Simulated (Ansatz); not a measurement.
Clusters are cut from relaxed bulk ZnS (P6_3mc, 19.22 Å³/atom, gap on the mesh 2.15 eV) and relaxed in a periodic box with vacuum; the excess energy counts from that bulk. Caps count from half an H2 molecule.

Computed with DFT PBEsol, scalar-relativistic, plane waves, PAW in Ansatz 0.2.0.

Cutoff 420 eV, Gaussian smearing of 0.05 eV, energies at zero smearing, symmetry of each start kept, no spin polarisation.

```tsv
start	atoms	k mesh	excess energy (eV per host atom)	gap on the mesh (eV)	highest filled level or Fermi level under vacuum (eV)
ZnSH6, sphere cut	8	1×1×1	1.409	4.80	6.29
Zn3S3H12, sphere cut	18	1×1×1	1.252	4.35	6.30
```

Each run keeps its start's symmetry and one magnetic start, so lower states can exist.

Cost: 2 runs of about 12 core-minutes in all, on Arm Neoverse V1 (shared hosts).